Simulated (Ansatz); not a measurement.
Moments in Cr

```yaml
crystal:
  lattice:
    - [-1.44195, 1.44195, 1.44195]
    - [1.44195, -1.44195, 1.44195]
    - [1.44195, 1.44195, -1.44195]
  atoms:
    - { symbol: Cr, position: [0.00000, 0.00000, 0.00000] }
```

The geometry is COD entry 5000220, unchecked; take it as a test cell.

Method: DFT, PBE, all-electron LAPW, scalar-relativistic (Ansatz 0.2.0).

The runs use a Γ-centred 16×16×16 k mesh, Fermi–Dirac smearing of 0.03 eV, basis error target 0.5 meV/atom. PBE unless a row says otherwise.

Energies are extrapolated to zero smearing; site moments are those inside atomic spheres.

The runs: ferromagnetic start; no spin polarisation; spin-orbit coupling on.

(1) Does the magnetic start survive?

(2) Tabulate energies, moments and gaps of the runs.

Answers

(1) No. The moments die away in the self-consistent loop, and the run ends non-magnetic.

(2) 
```tsv
run	E − E(first) (meV/atom)	spin moment Cr (μB)	cell spin moment (μB)	gap (eV)	P (GPa)
ferromagnetic start	0	0.00	0.00	none	-9.1
no spin polarisation	0	0	0	none	-9.1
spin-orbit coupling on	–	–	0.00	none	-9.0
```
